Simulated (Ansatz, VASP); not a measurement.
Mg in VASP and in Ansatz

```
Mg
1.0
     3.21007    0.00000    0.00000
    -1.60503    2.78000    0.00000
     0.00000    0.00000   23.21478
Mg
4
Direct
  0.66667 0.33333 0.17230
  0.33333 0.66667 0.28296
  0.66667 0.33333 0.39208
  0.33333 0.66667 0.50463
```

Alike in both runs: task single point; functional PBE; k mesh 9 × 9 × 1; occupations gaussian, width 0.1 eV; no spin polarisation.

```csv
,VASP,Ansatz
version,VASP 6.6.1,Ansatz 0.2.0
potentials or method,"VASP PAW PBE potentials, release 64 (Mg)","scalar-relativistic, plane waves, PAW"
plane-wave cutoff (eV),520,420
valence electrons in the cell,8,40
```

```tsv
	VASP	Ansatz	Ansatz less VASP
gap on the k mesh at the Fermi level (eV)	none	none	-
rms of the force components (eV/Å)	0.030	0.032	+0.0015
work function, face that differs most (eV)	3.68	3.79	+0.114
```

Atom by atom the forces differ by 0.003 eV/Å (rms over components). A gap of «none» marks a metal or a gap that the smearing closes. With one functional, cell and mesh, what is left measures potentials, basis and numerics. The two sets of potentials don't hold the same shells in valence.
